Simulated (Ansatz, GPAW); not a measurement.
# One calculation of Ge, 3 ways

```
Ge
1.0
    -2.57449    2.57449    1.39741
     2.57449   -2.57449    1.39741
     2.57449    2.57449   -1.39741
Ge
2
Direct
  0.50000 0.50000 0.00000
  0.25000 0.75000 0.50000
```

This isn't the form of Ge at room conditions, which is diamond.

Alike in all runs: task band structure; functional BLYP; k mesh 11 × 11 × 11; occupations fermi-dirac, width 0.05 eV; no spin polarisation; no spin-orbit coupling. Pressure is positive in compression and, in plane waves, holds the error of the finite cutoff, which Ansatz's Pulay term estimates and takes out.

```tsv
program and potentials	plane-wave cutoff (eV)	notes	pressure (GPa)
Ansatz, Ansatz PAW	420	potentials made for PBE, which Ansatz adapts in part; 14 valence electrons an atom on average; Pulay term of +0.04 GPa included	9.62
Ansatz, all-electron LAPW, scalar-relativistic	-	-	9.66
GPAW, PAW data sets generated for this functional	600	4 valence electrons an atom on average	9.57
```

The pressure spans 9.57 (GPAW, PAW data sets generated for this functional) to 9.66 GPa (Ansatz, all-electron LAPW, scalar-relativistic), with all-electron results at 9.66. Some sets were made for another functional than the one run, which can shift their rows.

Differences between rows come from potentials, basis sets and numerical settings, since the functional is the same but for its coding. Runs on potential files found faulty are left out.
